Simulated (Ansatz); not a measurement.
# MgF2: the cost of one run

Computed with Ansatz 0.2.0 (DFT r2SCAN, scalar-relativistic, plane waves, PAW).

## (1) The system as given

It takes space group P4_2/mnm (No. 136, tetragonal). Conventional cell: a = 4.621 Å, b = 4.621 Å, c = 3.016 Å, α = 90.00°, β = 90.00°, γ = 90.00°. Around Mg (site symmetry mmm) lie 6 F at 1.98 Å. F (site symmetry m2m) has 3 Mg at 1.98 Å as nearest neighbours.

Structure file:

```
CELL_PARAMETERS angstrom
4.62130 0.00000 0.00000
0.00000 4.62130 0.00000
0.00000 0.00000 3.01590
ATOMIC_POSITIONS crystal
Mg 0.00000 0.00000 0.00000
Mg 0.50000 0.50000 0.50000
F 0.30280 0.30280 0.00000
F 0.19720 0.80280 0.50000
F 0.69720 0.69720 0.00000
F 0.80280 0.19720 0.50000
```

The structure comes from the Crystallography Open Database.

## (2) Functional and cell changed: r2SCAN

What differs from the listed cell: strain xx, yy, zz, yz, xz, xy = -3.5, -3.5, +5.5, +0.0, +0.0, +0.0 %; atoms moved by 0.06 Å root mean square, at most 0.07 Å.

input.yaml reads:

```yaml
crystal:
  lattice:
    - [4.459184796, 0.0, 0.0]
    - [0.0, 4.459184796, 0.0]
    - [0.0, 0.0, 3.181533228]
  atoms:
    - { symbol: Mg, position: [0.0, 0.0, 0.0] }
    - { symbol: Mg, position: [0.5, 0.5, 0.5] }
    - { symbol: F, position: [0.2915560807, 0.2915560807, 0.0] }
    - { symbol: F, position: [0.2084439193, 0.7915560807, 0.5] }
    - { symbol: F, position: [0.7084439193, 0.7084439193, 0.0] }
    - { symbol: F, position: [0.7915560807, 0.2084439193, 0.5] }
basis:
  ecutwfc: 500
kpoints:
  mp_grid: { grid: [6, 6, 8] }
hamiltonian:
  xc: r2scan
scf:
  occupations: { method: gaussian, width: 0.02 }
output:
  forces: true
  stress: true
  eigenvalues: true
```

Q: Estimate wall time and peak memory on 1 thread of an x86-64 CPU, shared host.

About 13 s, with a peak of 0.62 GiB.
